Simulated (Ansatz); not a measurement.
The system is NiO.

```xyz
2
Lattice="0.0000 2.0859 2.0859 2.0859 0.0000 2.0859 2.0859 2.0859 0.0000" Properties=species:S:1:pos:R:3 pbc="T T T"
Ni    0.0000    0.0000    0.0000
O     2.0859    2.0859    2.0859
```

Base run:

```yaml
Program: Ansatz 0.2.0
Functional: LDA
Potentials_or_basis: Ansatz PAW
Cutoff: "420 eV (not typed: the program's choice for these potentials)"
k_mesh: 11 × 11 × 11
Occupations: fermi-dirac, width 0.05 eV
Spin: collinear spin, ferromagnetic start
Starting_moments: "[1.0, 0.0] μB"
```

Its results: band gap on the k mesh none (metal or under the smearing width); pressure -19.8 GPa; net moment 0.30 μB per cell; site moments Ni +0.25; O +0.04 μB.

Question: The run is repeated on the same cell with these changes: functional from LDA to PBE. What comes out?

Answer: Band gap on the k mesh none (metal or under the smearing width); pressure 5.7 GPa; net moment 1.73 μB per cell; site moments Ni +1.40; O +0.27 μB.

PBE binds less tightly than LDA, so the same cell stands under more pressure.

Caveats: semilocal functionals often make such compounds metallic where correlation or magnetic order opens a gap, which also shifts bond lengths; so large a pressure means that the cell lies far from this level's equilibrium, or that cutoff or potentials fall short (some runs); the PAW data sets come from PBE, with cores solved anew for the run's functional, which leaves a small shift of forces and pressure (some runs); a cell with one magnetic atom can't hold antiferromagnetic order, which such compounds often take (some runs).
